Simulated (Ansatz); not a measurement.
Here is an Ansatz 0.2.0 calculation.

input.yaml

```yaml
crystal:
  lattice:
    - [3.4800006906, 0.0, 0.0]
    - [-1.7400003453, 3.0137690032, 0.0]
    - [0.0, 0.0, 23.385]
  atoms:
    - { symbol: Pb, position: [0.6666666667, 0.3333333334, 0.3207184092] }
    - { symbol: Pb, position: [0.3333333333, 0.6666666666, 0.4402394697] }
    - { symbol: Pb, position: [0.6666666667, 0.3333333334, 0.5597605303] }
    - { symbol: Pb, position: [0.3333333333, 0.6666666666, 0.6792815908] }
hamiltonian:
  xc: pbe
  pseudopotentials: { kind: nc, accuracy: stringent }
kpoints:
  mp_grid: { grid: [9, 9, 1] }
  band_path:
    path:
      - [0.0, 0.0, 0.0]
      - [0.5, 0.0, 0.0]
      - [0.3333333333, 0.3333333333, 0.0]
      - [0.0, 0.0, 0.0]
    npoints: 14
scf:
  occupations: { method: fermi_dirac, width: 0.05 }
  n_extra_bands: 10
output:
  forces: true
  eigenvalues: true
  fatbands: false
efield:
  axis: 3
  dipole_correction: true
  ramp_width: 0.04
```

Potentials or basis: PseudoDojo stringent (PBE files).

Command:

```bash
$ ansatz run input.yaml --threads 4 --pin off --max-ram 11264MiB --backend cpu --events-out ev --progress --plain --runs-dir out
```

**Question.** Predict the band gap on the k mesh.

**Answer.** None (metal or under the smearing width).

**Question.** What does it give for the work function of the lower face?

**Answer.** 3.80 eV.

Levels at the corners of the path, in eV from the Fermi level:
```
point  band 41  band 42  band 43  band 44  band 45  band 46  band 47  band 48
    Γ    -3.44    -1.41     1.12     3.11     3.55     4.98     5.02     5.87
    M    -3.60    -3.39    -2.83    -1.91     0.33     1.82     2.34     2.72
    K    -2.57    -2.07    -2.07    -1.81    -0.92    -0.92    -0.73     0.39
    Γ    -3.44    -1.41     1.12     3.11     3.55     4.98     5.02     5.87
```

Caveat: spin-orbit coupling is left out, which moves the levels of the heavy elements.
